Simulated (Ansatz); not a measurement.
# Si/ZnS/CoSi2: a contact from a semiconductor to a metal

Wanted: barrier heights, local density of states and T(E) for Si/ZnS/CoSi2. The semiconductor is Si diamond(111), undoped, with its far face capped by hydrogen, and the metal is CoSi2 fluorite(111) turned by 180 degrees (type B), with ZnS zinc blende(111) between them (whole bilayers). After relaxation the nearest pair at the metal is Si–Zn at 2.46 Å, along the normal. The common net has a side of 3.854 Å, which strains the semiconductor by -0.4 %, the layer between by +0.0 % and the metal by +1.7 %, against typed lattice constants near PBE's. The first steps treat the bulk crystals alone.

Program: Ansatz 0.2.0. Level of theory: PBE DFT, plane waves, PAW files, in the first sound run; inputs show where later runs differ. Results are calculated unless marked as measured.

Report form: the programs' logs are mostly left out.

## 1. Starting point

Symmetry: R-3m, No. 166, trigonal system. Conventional cell: a = 3.854 Å, b = 3.854 Å, c = 9.498 Å, α = 90.00°, β = 90.00°, γ = 120.00°. Si has 4 Si at 2.36 to 2.37 Å nearest.

As a file:

```cif
data_structure
_symmetry_space_group_name_H-M 'P 1'
_symmetry_Int_Tables_number 1
_cell_length_a 3.8540
_cell_length_b 3.8540
_cell_length_c 9.4981
_cell_angle_alpha 90.000
_cell_angle_beta 90.000
_cell_angle_gamma 120.000
_cell_volume 122.18
loop_
_atom_site_label
_atom_site_type_symbol
_atom_site_fract_x
_atom_site_fract_y
_atom_site_fract_z
_atom_site_occupancy
Si1 Si 0.00000 0.00000 0.00000 1
Si2 Si 0.00000 0.00000 0.25000 1
Si3 Si 0.33333 0.66667 0.33333 1
Si4 Si 0.33333 0.66667 0.58333 1
Si5 Si 0.66667 0.33333 0.66667 1
Si6 Si 0.66667 0.33333 0.91667 1
```

## 2. Layer spacing of the electrode, 6 atoms

The electrode is held to the junction's net and relaxed along the normal; its spacing is used for the ideal lead layers.

File input.yaml:

```yaml
crystal:
  lattice:
    - [3.854, 0.0, 0.0]
    - [-1.927, 3.3376619062, 0.0]
    - [0.0, 0.0, 9.4981070315]
  atoms:
    - { symbol: Si, position: [0.0, 0.0, 0.0] }
    - { symbol: Si, position: [0.0, 0.0, 0.25] }
    - { symbol: Si, position: [0.3333333333, 0.6666666667, 0.3333333333] }
    - { symbol: Si, position: [0.3333333333, 0.6666666667, 0.5833333333] }
    - { symbol: Si, position: [0.6666666667, 0.3333333333, 0.6666666667] }
    - { symbol: Si, position: [0.6666666667, 0.3333333333, 0.9166666667] }
kpoints:
  mp_grid: { grid: [12, 12, 3] }
scf:
  occupations: { method: fermi_dirac, width: 0.1 }
  max_iter: 150
hamiltonian:
  xc: pbe
relax:
  f_tol: 0.01
  max_steps: 40
  cell: { fix: [a, b, angles] }
```

On the command line:

```console
$ ansatz run input.yaml --threads 8 --pin off --max-ram 24576MiB --backend cpu --events-out ev --progress --plain --runs-dir out
```

Run time: 2.8 s. Hardware: 8 threads of Arm Neoverse V2, shared host; peak memory 0.52 GiB; 19 s of CPU time.

Step by step:

```csv
step,energy less that of the first step (eV),largest force component (eV/Å),pressure (GPa),volume (Å³)
1,0.0000,0.0643,0.43,122.18
2,-0.0005,0.0160,0.47,122.11
3,-0.0006,0.0004,0.53,122.04
4*,-0.0006,0.0004,0.53,122.04
```

Relaxation steps marked * repeat the geometry before them on a plane-wave basis chosen anew for their cell, so energy and pressure can jump there.

Forces are held to the 36 operations that the run works with; a distortion that breaks them can't arise in this run.

```csv
"conventional cell, symmetrised",before,after,change
a (Å),3.854,3.854,+0.0 %
b (Å),3.854,3.854,+0.0 %
c (Å),9.498,9.488,-0.1 %
volume (Å³/atom),20.36,20.34,-0.1 %
```

Final coordinates:

```xyz
6
Lattice="3.8540 0.0000 0.0000 -1.9270 3.3377 0.0000 0.0000 0.0000 9.4877" Properties=species:S:1:pos:R:3 pbc="T T T"
Si    0.0000    0.0000    0.0020
Si    0.0000    0.0000    2.3699
Si    0.0000    2.2251    3.1646
Si    0.0000    2.2251    5.5325
Si    1.9270    1.1126    6.3272
Si    1.9270    1.1126    8.6951
```

This step gave:

```yaml
free_energy: -3814.8590 eV
fermi_energy: 6.377 eV
pressure: 0.5254 GPa
```

## 3. The strained electrode, 9 atoms

System of this step: CoSi2. The structure is trigonal, space group R-3m (No. 166). The conventional cell has a = 3.854 Å, b = 3.854 Å, c = 9.174 Å, α = 90.00°, β = 90.00°, γ = 120.00°. Nearest to Si lie 4 Co at 2.29 to 2.35 Å. Co has 8 Si at 2.29 to 2.35 Å nearest. Farther neighbours are not listed.

input.yaml, the sections that differ from step 2:

```yaml
crystal:
  lattice:
    - [3.854, 0.0, 0.0]
    - [-1.927, 3.3376619062, 0.0]
    - [0.0, 0.0, 9.1742135305]
  atoms:
    - { symbol: Si, position: [0.0, 0.0, 0.0] }
    - { symbol: Co, position: [0.6666666667, 0.3333333333, 0.0833333333] }
    - { symbol: Si, position: [0.3333333333, 0.6666666667, 0.1666666667] }
    - { symbol: Si, position: [0.6666666667, 0.3333333333, 0.3333333333] }
    - { symbol: Co, position: [0.3333333333, 0.6666666667, 0.4166666667] }
    - { symbol: Si, position: [0.0, 0.0, 0.5] }
    - { symbol: Si, position: [0.3333333333, 0.6666666667, 0.6666666667] }
    - { symbol: Co, position: [0.0, 0.0, 0.75] }
    - { symbol: Si, position: [0.6666666667, 0.3333333333, 0.8333333333] }
# kpoints, scf, hamiltonian, relax: as in step 2
```

Wall time 12 s (8 threads); peak memory 0.73 GiB; 86 s of CPU time.

This run has no spin polarisation, although Co can carry a moment.

The steps of the relaxation:

| step | energy less that of the first step (eV) | largest force component (eV/Å) | pressure (GPa) | volume (Å³) |
| --- | --- | --- | --- | --- |
| 1 | 0.0000 | 0.2863 | -3.47 | 118.01 |
| 2 | -0.0132 | 0.1758 | -3.59 | 118.05 |
| 3 | -0.0213 | 0.0024 | -3.55 | 117.98 |
| 4 | -0.0213 | 0.0000 | -3.68 | 118.07 |
| 5 | -0.0213 | 0.0002 | -3.64 | 118.04 |
| 6* | -0.0213 | 0.0002 | -3.64 | 118.04 |

Relaxation steps marked * repeat the geometry before them on a plane-wave basis chosen anew for their cell, so energy and pressure can jump there.

Forces are held to the 36 operations that the run works with; a distortion that breaks them can't arise in this run.

```
conventional cell, symmetrised  before  after  change
                         a (Å)   3.854  3.854  +0.0 %
                         b (Å)   3.854  3.854  +0.0 %
                         c (Å)   9.174  9.177  +0.0 %
              volume (Å³/atom)   13.11  13.12  +0.0 %
```

The atoms that moved most (Å, as changes of fractional coordinates times the final cell):

```
atom     dx     dy      dz  length
 Si3  0.000  0.000  -0.025   0.025
 Si1  0.000  0.000   0.025   0.025
 Si4  0.000  0.000   0.025   0.025
 Si6  0.000  0.000  -0.025   0.025
 Si7  0.000  0.000   0.025   0.025
 Si9  0.000  0.000  -0.025   0.025
```

This step gave:

* free energy: -19197.5343 eV
* Fermi energy: 12.49 eV
* pressure: -3.643 GPa

The relaxation ends with a largest force component of 2.3e-4 eV/Å.

## 4. Relaxation

System of this step: Si/ZnS/CoSi2. The cell holds 18 atoms: 9 Si, 3 S, 3 Zn, 2 Co and 1 H. Cell: a = 3.854 Å, b = 3.854 Å, c = 38.616 Å, α = 90.0°, β = 90.0°, γ = 120.0°. Vacuum lies along c.

The bonds at the contact set its dipole, and with it the barrier heights, so the interface is relaxed first in a short slab. The dipole correction removes the field between the unlike outer faces.

File input.yaml:

```yaml
crystal:
  lattice:
    - [3.854, 0.0, 0.0]
    - [-1.927, 3.3376619062, 0.0]
    - [0.0, 0.0, 38.6155822227]
  atoms:
    - { symbol: Si, position: [0.0, 0.0, 0.2071702546] }
    - { symbol: Si, position: [0.33333333, 0.66666667, 0.2276673926] }
    - { symbol: Si, position: [0.33333333, 0.66666667, 0.2891588067] }
    - { symbol: Si, position: [0.66666667, 0.33333333, 0.3096559448] }
    - { symbol: Si, position: [0.66666667, 0.33333333, 0.3711473589] }
    - { symbol: Si, position: [0.0, 0.0, 0.3916444969] }
    - { symbol: S, position: [0.0, 0.0, 0.4488752798] }
    - { symbol: Zn, position: [0.33333333, 0.66666667, 0.4692453324] }
    - { symbol: S, position: [0.33333333, 0.66666667, 0.5303554903] }
    - { symbol: Zn, position: [0.66666667, 0.33333333, 0.5507255429] }
    - { symbol: S, position: [0.66666667, 0.33333333, 0.6118357008] }
    - { symbol: Zn, position: [0.0, 0.0, 0.6322057534] }
    - { symbol: Si, position: [0.0, 0.0, 0.6938389041] }
    - { symbol: Co, position: [0.66666667, 0.33333333, 0.7136370724] }
    - { symbol: Si, position: [0.33333333, 0.66666667, 0.7334352406] }
    - { symbol: Si, position: [0.66666667, 0.33333333, 0.7730315772] }
    - { symbol: Co, position: [0.33333333, 0.66666667, 0.7928297454] }
    - { symbol: H, position: [0.0, 0.0, 0.1683258318] }
kpoints:
  mp_grid: { grid: [8, 8, 1] }
scf:
  occupations: { method: fermi_dirac, width: 0.1 }
  max_iter: 150
hamiltonian:
  xc: pbe
efield:
  axis: 3
  dipole_correction: true
relax:
  f_tol: 0.04
  max_steps: 60
output:
  forces: true
```

The job ended after 21 s (8 threads; peak memory 1.8 GiB).

This run has no spin polarisation although its electron count is odd.

Relaxation path:

```
step  energy less that of the first step (eV)  largest force component (eV/Å)
   1                                   0.0000                          1.4332
   2                                  -0.2862                          0.6546
   3                                  -0.3459                          0.1811
   4                                  -0.3498                          0.0222
   5                                  -0.3498                          0.0222
```

The run keeps the 6 symmetry operations that it works with, so distortions that break them were not tested.

The atoms that moved most (Å):

| atom | dx | dy | dz | length |
| --- | --- | --- | --- | --- |
| Co17 | 0.000 | 0.000 | -0.193 | 0.193 |
| Si13 | 0.000 | 0.000 | 0.138 | 0.138 |
| Si6 | 0.000 | 0.000 | -0.101 | 0.101 |
| Si15 | 0.000 | 0.000 | -0.099 | 0.099 |
| Si1 | 0.000 | 0.000 | 0.099 | 0.099 |
| H18 | 0.000 | 0.000 | 0.094 | 0.094 |
| Si2 | 0.000 | 0.000 | 0.065 | 0.065 |
| Zn12 | 0.000 | 0.000 | 0.060 | 0.060 |

This step gave:

```yaml
free_energy: -28657.4650 eV
fermi_energy: 3.795 eV
```

The largest force component on a free atom ends at 0.022 eV/Å. At one or more of this run's solves the program warned of density in the dipole ramp over its bound, where dipole, forces and levels can be off.

## 5. T(E) from the semiconductor into the metal, atomic planes in the barrier 4, gap between the electrodes 8.75 Å

This step: PBE DFT, plane waves, PAW files; ballistic transmission by layer matching between semi-infinite leads (Ansatz 0.2.0).

System of this step: Si/ZnS/CoSi2. The cell holds 52 atoms: 38 Si, 2 S, 2 Zn, 9 Co and 1 H. Cell: a = 3.854 Å, b = 3.854 Å, c = 93.157 Å, α = 90.0°, β = 90.0°, γ = 120.0°. Regions: left electrode, 20 atoms (20 Si); barrier, 4 atoms (2 S and 2 Zn); right electrode, 27 atoms (18 Si and 9 Co). Vacuum lies along c.

The semiconductor is one lead and the metal the other. The lead's open channels mark its band edges against the Fermi level.

File input.yaml:

```yaml
crystal:
  lattice:
    - [3.854, 0.0, 0.0]
    - [-1.927, 3.3376619062, 0.0]
    - [0.0, 0.0, 93.1568356611]
  atoms:
    - { symbol: Si, position: [0.66666667, 0.33333333, 0.1663860724] }
    - { symbol: Si, position: [0.0, 0.0, 0.1749169947] }
    - { symbol: Si, position: [0.0, 0.0, 0.2003350687] }
    - { symbol: Si, position: [0.33333333, 0.66666667, 0.208865991] }
    - { symbol: Si, position: [0.33333333, 0.66666667, 0.234284065] }
    - { symbol: Si, position: [0.66666667, 0.33333333, 0.2428149873] }
    - { symbol: Si, position: [0.66666667, 0.33333333, 0.2682330614] }
    - { symbol: Si, position: [0.0, 0.0, 0.2767639837] }
[... 40 atom lines left out ...]
    - { symbol: Si, position: [0.0, 0.0, 0.8338308408] }
    - { symbol: Co, position: [0.66666667, 0.33333333, 0.8417733232] }
    - { symbol: Si, position: [0.33333333, 0.66666667, 0.8497158056] }
    - { symbol: H, position: [0.66666667, 0.33333333, 0.1502841944] }
kpoints:
  mp_grid: { grid: [8, 8, 1] }
scf:
  occupations: { method: fermi_dirac, width: 0.1 }
  max_iter: 150
hamiltonian:
  xc: pbe
efield:
  axis: 3
  dipole_correction: true
output:
  transmission:
    kmesh: [12, 12]
    e_range: [-2.5, 2.5]
    de: 0.05
    leads: [[8, 10], [37, 40]]
  dos: { projected: true, e_range: [-6, 5], de: 0.05 }
  write_potential: true
  write_density: true
  volumetric_format: npy
  elf: true
```

Run time: 3.2 min. Hardware: 8 threads; peak memory 9.7 GiB; 24 min of CPU time.

Numbers from this step:

```
free energy                                         : -78767.3515 eV
Fermi energy                                        : 5.098 eV
level to which the leads are filled                 : 0 eV from the Fermi level
transmission at the Fermi level (a spin, zone mean) : 0
channels of the lower lead                          : 0
channels of the upper lead                          : 1.271
potential step in the lower lead                    : 37 meV
potential step in the upper lead                    : 8.1 meV
work function, upper face                           : 4.954 eV
work function, lower face                           : 4.223 eV
dipole along the normal                             : -0.05197 e·Å
dipole field                                        : -0.007848 V/Å
```

One spin. The transmission, zone mean by energy, zero at the Fermi level:

```csv
energy (eV),"transmission, zone mean"
-2.50,0.292
-2.35,0.146
-2.30,0.197
-2.25,0.121
-2.10,0.0402
-1.95,0.0481
-1.80,0.0250
-1.70,0.0201
-1.55,0.0174
-1.40,0.00907
-1.30,0.00392
-1.15,0.00266
-1.00,0.00152
-0.90,0.00169
-0.75,9.8e-4
-0.60,5.4e-4
-0.45,1.4e-8
-0.35,0
-0.20,0
-0.05,0
0.00,0
0.05,0
0.20,0
0.35,5.8e-4
0.45,0.00156
0.60,6.4e-4
0.75,0.00116
0.90,0.00334
1.00,0.00247
1.15,0.00299
1.30,0.0267
1.40,0.0364
1.55,0.0367
1.70,0.123
1.80,0.183
1.95,0.249
2.10,0.228
2.25,0.319
2.35,0.367
2.45,0.432
2.50,0.398
```

One spin. Table of open channels, zone mean by energy, zero at the Fermi level:

```
energy (eV)  lower lead  upper lead
     -2.400        1.63        1.06
     -2.200        1.59        1.44
     -2.000        1.47        1.55
     -1.800        1.34        1.92
     -1.600        1.02        1.96
     -1.400       0.729        1.32
     -1.200       0.562        1.72
     -1.000       0.312        1.63
     -0.800       0.188        1.67
     -0.600       0.146        1.94
     -0.400           0        1.79
     -0.200           0        1.60
      0.000           0        1.27
      0.200      0.0417        1.15
      0.400       0.208       0.979
      0.600       0.333       0.903
      0.800       0.667       0.681
      1.000       0.833       0.597
      1.200        1.07       0.597
      1.400        1.40       0.528
      1.600        1.99       0.965
      1.800        2.11       0.924
      2.000        2.28        1.30
      2.200        2.03        1.63
      2.400        1.83        1.92
```

Projected DOS an atom over height of the atomic layer and energy from the Fermi level. Layers: H Si Si Si Si Si Si Si Si Si Si Si Si Si Si Si Si Si Si Si Si S Zn S Zn Si Co Si Si Co Si Si Co Si Si Co Si Si Co Si Si Co Si Si Co Si Si Co Si Si Co Si; projections on atoms miss part of the total, and the computed bands can run out at the top of the range; a column is the mean of 4 neighbouring layers, the last of those left over.

Ten even steps from '_' (0.00 states/eV) to '@' (2.29 states/eV), each cell a mean:
```
__________________________
..........__..............
..........__..::::::::::::
::----::::................
::::::::::................
::::::::::....::::::::::..
..::::::::..__............
__......::..____________..
________......__________..
____________..............
____________::..::....::--
____________--::==----==--
__....______==--**----**++
..::::::..__==++@@++++@@==
::::::::::..----==::::==--
::::--::--::::::--::::--::
::::------::..::--::::--::
::::::::::--::--========--
::::::::::--::::::::::::..
..........::..............
________..--..............
__________..............__
```
Columns: height of the atomic layer (Å) from 16.1 to 77.8 (not evenly spaced); rows upwards: energy from the Fermi level (eV) from -6 to 5.

Electrostatic potential energy in the ca plane at fractional y = 0.333, with atoms of Si and Zn and Co and H within 0.2 Å of it. With pseudopotentials it is smooth inside the atoms' cores, unlike the true potential.

Values in eV, 6 rows by 16 columns, each cell a mean:
```
  7   3 -11   2  -7  -3   6   7   6   7   7  -6  -1   2  -9   5
  8  -6 -45  -9 -36 -25   6   8   7   8   5 -30 -19 -15 -43   1
  8  -3 -39  -6 -31 -20   6   7   7   8   5 -25 -15 -10 -36   2
  7   4  -1   5   0   1   6   6   5   7   7   1   4   5  -1   5
  6   2   5   7   6   2   5   3   2   6   5   5   8   8   4   1
  6   3   5   7   5   2   5   4   2   6   6   5   7   8   4   2
```
Columns run along c (16.0 Å, from fractional 0.42 to 0.59 of the cell; values clipped at the 3rd and 97th percentile), rows up along a (3.9 Å). Atoms in or near the plane, at fractional coordinates: Si at (0.45, 0.67), Si at (0.47, 0.67), Zn at (0.55, 0.67), Si at (0.57, 0.67).

Valence density in the ca plane at fractional y = 0.333, with atoms of Si and Zn and Co and H within 0.2 Å of it. It is the smooth field of the valence electrons, not physical close to the nuclei.

Ten steps, logarithmic in the rise over the least value, from '0' (0 e/Å³) to '9' (27 e/Å³), each cell a mean:
```
00001111100111111000000000000011110001111111
00001111111111111000000000000013432111111110
00001100122210111000000000000026973111101110
00001100122210111000000000000137983211101110
00001111111111111000000000000014542111111110
00001111111111111000000000000011211001112110
00001111000011110000111100000111100000111111
00001110000001110001112110001111000000011221
00001110000001110001122110001111000000011221
00001111000001110000111100000111000000111111
```
Columns run along c (16.0 Å, from fractional 0.42 to 0.59 of the cell), rows up along a (3.9 Å). Atoms in or near the plane, at fractional coordinates: Si at (0.45, 0.67), Si at (0.47, 0.67), Zn at (0.55, 0.67), Si at (0.57, 0.67).

ELF in the ca plane at fractional y = 0.333, with atoms of Si and Zn and Co and H within 0.2 Å of it. It is the smooth field of the valence electrons, not physical close to the nuclei.

Ten even steps from '0' (0.00) to '9' (0.87), each cell a mean:
```
99852023432101234322224667776532234677665543
68852001110000011111125885576420013676467423
34652000000000011100026984334310002543358427
33552000000000011100026984324310002432348428
57752000000000011110126985566410013675467423
99852013332100133222224677776532234677665532
89852146653111356642112345555554455555544455
67642358863212468874100123345666676533333457
67642368863212468874100123335666676533333457
89852246753211357753111245555554555545444456
```
Columns run along c (16.0 Å, from fractional 0.47 to 0.65 of the cell), rows up along a (3.9 Å). Atoms in or near the plane, at fractional coordinates: Zn at (0.55, 0.67), Si at (0.57, 0.67), Si at (0.62, 0.67), Co at (0.64, 0.67).

The semiconductor's channels close between -0.45 and +0.15 eV. In the worse lead the potential repeats within 37 meV, which the program flags as too much for a lead, so the lead is short or a field runs through it.

(Continued in part 2 of 2.)

[Logs are printed without paths, hosts, clocks, repeated set-up lines and the standing remarks that a program may print on its own settings, such as how far it seeks lower states.]

[Hosts, paths, dates, database ids (printed as entryN), source tags and the programs' standing remarks are cut or masked in the printed files.]
